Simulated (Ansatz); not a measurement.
Wurtzite SrO (no longer in that coordination), relaxed with r2SCAN: 5 runs in Ansatz, each a construction of maximally localised Wannier functions. The symmetry is P6_3/mmc (No. 194, hexagonal); a = 4.270 Å, c = 5.144 Å in the conventional setting, 20.31 Å³ an atom. Sr has 5 O at 2.47–2.57 Å; O has 5 Sr at 2.47–2.57 Å. The calculation is spin-unpolarised, and the structure need not be a phase that has been made.

```
Sr O
1.0
     4.27003    0.00000    0.00000
    -2.13502    3.69796    0.00000
     0.00000    0.00000    5.14445
Sr O
2 2
Direct
  0.33333 0.66667 0.93750
  0.66667 0.33333 0.43750
  0.33333 0.66667 0.43750
  0.66667 0.33333 0.93750
```

Windows count from the top of the filled bands; a dash means that no such window was set (without an outer window there is no disentanglement).

```json
{"functional": "PBE", "SCF mesh": "6×6×4", "trial orbitals": "O p", "functions": "6", "mesh": "6×6×4", "window (eV)": "–", "frozen (eV)": "–", "Ω total (Å²)": "8.09", "Ω invariant (Å²)": "8.04", "largest spread (Å²)": "1.37", "least projectability": "0.88", "interpolation miss of the model's filled bands (eV, to the nearest computed level)": "0.013"}
{"functional": "r2SCAN", "SCF mesh": "6×6×4", "trial orbitals": "O s, O p", "functions": "8", "mesh": "6×6×4", "window (eV)": "–", "frozen (eV)": "–", "Ω total (Å²)": "12.20", "Ω invariant (Å²)": "11.67", "largest spread (Å²)": "1.54", "least projectability": "0.54", "interpolation miss of the model's filled bands (eV, to the nearest computed level)": "0.030"}
{"functional": "r2SCAN", "SCF mesh": "6×6×4", "trial orbitals": "O p", "functions": "6", "mesh": "6×6×4", "window (eV)": "–", "frozen (eV)": "–", "Ω total (Å²)": "7.82", "Ω invariant (Å²)": "7.78", "largest spread (Å²)": "1.33", "least projectability": "0.89", "interpolation miss of the model's filled bands (eV, to the nearest computed level)": "0.010"}
{"functional": "HSE06", "SCF mesh": "6×6×4", "trial orbitals": "O p", "functions": "6", "mesh": "6×6×4", "window (eV)": "–", "frozen (eV)": "–", "Ω total (Å²)": "7.68", "Ω invariant (Å²)": "7.65", "largest spread (Å²)": "1.30", "least projectability": "0.90", "interpolation miss of the model's filled bands (eV, to the nearest computed level)": "–"}
```

**Question.** Estimate from these rows what the further settings give.
```json
{"functional": "HSE06", "SCF mesh": "6×6×4", "trial orbitals": "O s, O p", "functions": "8", "mesh": "6×6×4", "window (eV)": "–", "frozen (eV)": "–"}
```

**Answer.**
```json
{"functional": "HSE06", "SCF mesh": "6×6×4", "trial orbitals": "O s, O p", "functions": "8", "mesh": "6×6×4", "window (eV)": "–", "frozen (eV)": "–", "Ω total (Å²)": "11.70", "Ω invariant (Å²)": "11.19", "largest spread (Å²)": "1.47", "least projectability": "0.57", "interpolation miss of the model's filled bands (eV, to the nearest computed level)": "–"}
```

A dash in the last column means that the miss wasn't evaluated.
